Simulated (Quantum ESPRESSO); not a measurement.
# GaN (F-43m) in Quantum ESPRESSO: notebook

The runs below take GaN through dielectric tensor, phonons and Raman activities, with PBE, LDA.

Everything below comes from runs of Quantum ESPRESSO 7.5. Logs are shortened: lines on timing, memory, paths and dates and some standing lists are left out, and cuts for length are marked.

## (1) Starting point

It takes space group F-43m (No. 216, cubic). The conventional cell has a = 4.507 Å, b = 4.507 Å, c = 4.507 Å, α = 90.00°, β = 90.00°, γ = 90.00°. Ga (site symmetry -43m) is surrounded by 4 N at 1.95 Å. Around N (site symmetry -43m) lie 4 Ga at 1.95 Å.

The cell is a database's computed one.

## (2) Dielectric tensor, PBE

File pw.in:

```
&CONTROL
  calculation = 'scf'
  prefix = 'pwscf'
  outdir = './tmp'
  pseudo_dir = './pseudo'
  tprnfor = .true.
  tstress = .true.
  disk_io = 'low'
/
&SYSTEM
  ibrav = 0
  A = 3.18693112
  nat = 2
  ntyp = 2
  ecutwfc = 56
  ecutrho = 448
  nbnd = 19
  occupations = 'smearing'
  smearing = 'fd'
  degauss = 0.00367493
/
&ELECTRONS
  conv_thr = 4d-10
  electron_maxstep = 120
  mixing_beta = 0.5
/
ATOMIC_SPECIES
Ga    69.7230 ga_pbe_v1.4.uspp.F.UPF
N     14.0070 n_pbe_v1.2.uspp.F.UPF
CELL_PARAMETERS alat
   0.0000000000    0.7071067816    0.7071067816
   0.7071067816    0.0000000000    0.7071067816
   0.7071067816    0.7071067816    0.0000000000
ATOMIC_POSITIONS alat
Ga     0.0000000000    0.0000000000    0.0000000000
N      0.3535533908    0.3535533908    0.3535533908
K_POINTS automatic
12 12 12 1 1 1
```

File gamma.in:

```
&CONTROL
  calculation = 'bands'
  prefix = 'pwscf'
  outdir = './tmp'
  pseudo_dir = './pseudo'
  disk_io = 'low'
  verbosity = 'high'
/
&SYSTEM
  ibrav = 0
  A = 3.18693112
  nat = 2
  ntyp = 2
  ecutwfc = 56
  ecutrho = 448
  nbnd = 19
  occupations = 'smearing'
  smearing = 'fd'
  degauss = 0.00367493
/
&ELECTRONS
  conv_thr = 1d-08
  electron_maxstep = 120
  mixing_beta = 0.5
  diago_full_acc = .true.
  startingwfc = 'random'
/
ATOMIC_SPECIES
Ga    69.7230 ga_pbe_v1.4.uspp.F.UPF
N     14.0070 n_pbe_v1.2.uspp.F.UPF
CELL_PARAMETERS alat
   0.0000000000    0.7071067816    0.7071067816
   0.7071067816    0.0000000000    0.7071067816
   0.7071067816    0.7071067816    0.0000000000
ATOMIC_POSITIONS alat
Ga     0.0000000000    0.0000000000    0.0000000000
N      0.3535533908    0.3535533908    0.3535533908
K_POINTS crystal
1
0.0 0.0 0.0 1
```

File scf2.in:

```
&CONTROL
  calculation = 'scf'
  prefix = 'pwscf'
  outdir = './tmp'
  pseudo_dir = './pseudo'
  tprnfor = .true.
  tstress = .true.
  disk_io = 'low'
/
&SYSTEM
  ibrav = 0
  A = 3.18693112
  nat = 2
  ntyp = 2
  ecutwfc = 56
  ecutrho = 448
  nbnd = 19
  occupations = 'fixed'
/
&ELECTRONS
  conv_thr = 1d-13
  electron_maxstep = 120
  mixing_beta = 0.5
  startingpot = 'file'
/
ATOMIC_SPECIES
Ga    69.7230 ga_pbe_v1.4.uspp.F.UPF
N     14.0070 n_pbe_v1.2.uspp.F.UPF
CELL_PARAMETERS alat
   0.0000000000    0.7071067816    0.7071067816
   0.7071067816    0.0000000000    0.7071067816
   0.7071067816    0.7071067816    0.0000000000
ATOMIC_POSITIONS alat
Ga     0.0000000000    0.0000000000    0.0000000000
N      0.3535533908    0.3535533908    0.3535533908
K_POINTS automatic
12 12 12 1 1 1
```

File ph.in:

```
dielectric of GaN
&INPUTPH
  prefix = 'pwscf'
  outdir = './tmp'
  tr2_ph = 1d-18
  fildyn = 'dyn'
  niter_ph = 90
  alpha_mix(1) = 0.7
  epsil = .true.
  trans = .false.
  zeu = .true.
/
0.0000000000 0.0000000000 0.0000000000
```

Potentials or basis: GBRV 1.5 PBE.

The run is started by

```bash
OMP_NUM_THREADS=1 pw.x -in pw.in > pw.out
OMP_NUM_THREADS=1 pw.x -in gamma.in > gamma.out
OMP_NUM_THREADS=1 pw.x -in scf2.in > scf2.out
OMP_NUM_THREADS=1 ph.x -in ph.in > ph.out
```

pw.out:

```text
This program is part of the open-source Quantum ESPRESSO suite
     for quantum simulation of materials; please cite
[... 9 lines left out ...]
     --------------------
     sticks:   dense  smooth     PW     G-vecs:    dense   smooth      PW
     Sum        1123     559    187                24693     8801    1687

     Using Slab Decomposition

     bravais-lattice index     =            0
     lattice parameter (alat)  =       6.0224  a.u.
     unit-cell volume          =     154.4542 (a.u.)^3
     number of atoms/cell      =            2
     number of atomic types    =            2
     number of electrons       =        24.00
     number of Kohn-Sham states=           19
     kinetic-energy cutoff     =      56.0000  Ry
     charge density cutoff     =     448.0000  Ry
     scf convergence threshold =      4.0E-10
     mixing beta               =       0.5000
     number of iterations used =            8  plain     mixing
     Exchange-correlation= SLA  PW   PBE  PBE
                           (   1   4   3   4   0   0   0)

     celldm(1)=   6.022427  celldm(2)=   0.000000  celldm(3)=   0.000000
     celldm(4)=   0.000000  celldm(5)=   0.000000  celldm(6)=   0.000000

[... 8 lines left out ...]
               b(3) = (  0.707107  0.707107 -0.707107 )

     PseudoPot. # 1 for Ga read from file:
     ga_pbe_v1.4.uspp.F.UPF
     Pseudo is Ultrasoft + core correction, Zval = 19.0
     Generated by new atomic code, or converted to UPF format
     Using radial grid of  871 points,  6 beta functions with:
                l(1) =   0
                l(2) =   0
                l(3) =   1
                l(4) =   1
                l(5) =   2
                l(6) =   2
     Q(r) pseudized with  8 coefficients,  rinner =    1.250   1.250   1.250
                                                       1.250   1.250

     PseudoPot. # 2 for N  read from file:
     n_pbe_v1.2.uspp.F.UPF
     Pseudo is Ultrasoft + core correction, Zval =  5.0
     Generated by new atomic code, or converted to UPF format
     Using radial grid of  729 points,  4 beta functions with:
                l(1) =   0
                l(2) =   0
                l(3) =   1
                l(4) =   1
     Q(r) pseudized with  8 coefficients,  rinner =    0.900   0.900   0.900

     atomic species   valence    mass     pseudopotential
     Ga               19.00    69.72300     Ga( 1.00)
     N                 5.00    14.00700     N ( 1.00)

     24 Sym. Ops. (no inversion) found

   Cartesian axes

     site n.     atom                  positions (alat units)
         1        Ga     tau(   1) = (   0.0000000   0.0000000   0.0000000  )
         2        N      tau(   2) = (   0.3535534   0.3535534   0.3535534  )

     number of k points=   182  Fermi-Dirac smearing, width (Ry)=  0.0037

     Number of k-points >= 100: set verbosity='high' to print them.

     Dense  grid:    24693 G-vectors     FFT dimensions: (  45,  45,  45)

     Smooth grid:     8801 G-vectors     FFT dimensions: (  30,  30,  30)

     Check: negative core charge=   -0.000001

     Initial potential from superposition of free atoms

     starting charge      23.0000, renormalised to      24.0000
     Starting wfcs are   16 randomized atomic wfcs +    3 random wfcs

     Self-consistent Calculation

     iteration #  1     ecut=    56.00 Ry     beta= 0.50
     Davidson diagonalization with overlap
     ethr =  1.00E-02,  avg # of iterations =  5.6

     total energy              =    -432.92403550 Ry
     estimated scf accuracy    <       5.57234240 Ry

     iteration #  2     ecut=    56.00 Ry     beta= 0.50
     Davidson diagonalization with overlap
     ethr =  1.00E-02,  avg # of iterations =  2.0

     total energy              =    -435.33226571 Ry
     estimated scf accuracy    <       1.72536154 Ry

     iteration #  3     ecut=    56.00 Ry     beta= 0.50
     Davidson diagonalization with overlap
     ethr =  7.19E-03,  avg # of iterations =  1.5

     total energy              =    -435.55001175 Ry
     estimated scf accuracy    <       0.09381813 Ry

     iteration #  4     ecut=    56.00 Ry     beta= 0.50
     Davidson diagonalization with overlap
     ethr =  3.91E-04,  avg # of iterations =  1.6

     total energy              =    -435.54322995 Ry
     estimated scf accuracy    <       0.02191019 Ry

     iteration #  5     ecut=    56.00 Ry     beta= 0.50
     Davidson diagonalization with overlap
     ethr =  9.13E-05,  avg # of iterations =  2.2

     total energy              =    -435.54952116 Ry
     estimated scf accuracy    <       0.00235012 Ry

     iteration #  6     ecut=    56.00 Ry     beta= 0.50
     Davidson diagonalization with overlap
     ethr =  9.79E-06,  avg # of iterations =  2.7

     total energy              =    -435.55006434 Ry
     estimated scf accuracy    <       0.00000424 Ry

     iteration #  7     ecut=    56.00 Ry     beta= 0.50
     Davidson diagonalization with overlap
     ethr =  1.77E-08,  avg # of iterations =  5.1

     total energy              =    -435.55008278 Ry
     estimated scf accuracy    <       0.00000316 Ry

     iteration #  8     ecut=    56.00 Ry     beta= 0.50
     Davidson diagonalization with overlap
     ethr =  1.32E-08,  avg # of iterations =  2.0

     total energy              =    -435.55008344 Ry
     estimated scf accuracy    <       0.00000002 Ry

     iteration #  9     ecut=    56.00 Ry     beta= 0.50
     Davidson diagonalization with overlap
     ethr =  7.90E-11,  avg # of iterations =  4.0

     total energy              =    -435.55008345 Ry
     estimated scf accuracy    <          2.2E-09 Ry

     iteration # 10     ecut=    56.00 Ry     beta= 0.50
     Davidson diagonalization with overlap
     ethr =  9.16E-12,  avg # of iterations =  2.1

     End of self-consistent calculation

     Number of k-points >= 100: set verbosity='high' to print the bands.

     the Fermi energy is    11.8275 ev

!    total energy              =    -435.55008345 Ry
     estimated scf accuracy    <          1.4E-11 Ry
     smearing contrib. (-TS)   =      -0.00000000 Ry
     internal energy E=F+TS    =    -435.55008345 Ry

     The total energy is F=E-TS. E is the sum of the following terms:
     one-electron contribution =    -337.19601033 Ry
     hartree contribution      =     181.40781437 Ry
     xc contribution           =     -54.08088949 Ry
     ewald contribution        =    -225.68099800 Ry

     convergence has been achieved in  10 iterations

     Forces acting on atoms (cartesian axes, Ry/au):

     atom    1 type  1   force =     0.00000000   -0.00000000   -0.00000000
     atom    2 type  2   force =     0.00000000   -0.00000000   -0.00000000

     Total force =     0.000000     Total SCF correction =     0.000000

     Computing stress (Cartesian axis) and pressure

          total   stress  (Ry/bohr**3)                   (kbar)     P=       53.42
   0.00036317   0.00000000   0.00000000           53.42        0.00        0.00
   0.00000000   0.00036317  -0.00000000            0.00       53.42       -0.00
  -0.00000000  -0.00000000   0.00036317           -0.00       -0.00       53.42

=------------------------------------------------------------------------------=
   JOB DONE.
=------------------------------------------------------------------------------=
```

Run time: 12 min. Hardware: 1 thread of Arm Neoverse V2, shared host; peak memory 0.18 GiB.

What came out:

| Item | Value |
| --- | --- |
| Free energy | -5925.9608 eV |
| Pressure | 5.3 GPa |
| Electronic dielectric tensor (diagonal) | 5.90 |
| Born charges (mean of the diagonal) | Ga +2.67; N -2.67 e |

Electronic dielectric tensor:
```
5.90 0.00 0.00
0.00 5.90 0.00
0.00 0.00 5.90
```

Born effective charge tensors (e):
atom 1, Ga
```
2.67 0.00 0.00
0.00 2.67 0.00
0.00 0.00 2.67
```
atom 2, N
```
-2.67  0.00  0.00
 0.00 -2.67  0.00
 0.00  0.00 -2.67
```

Caveat: the cell is more than 3 GPa from zero pressure, which shifts response properties.

(Continued in part 2 of 3.)
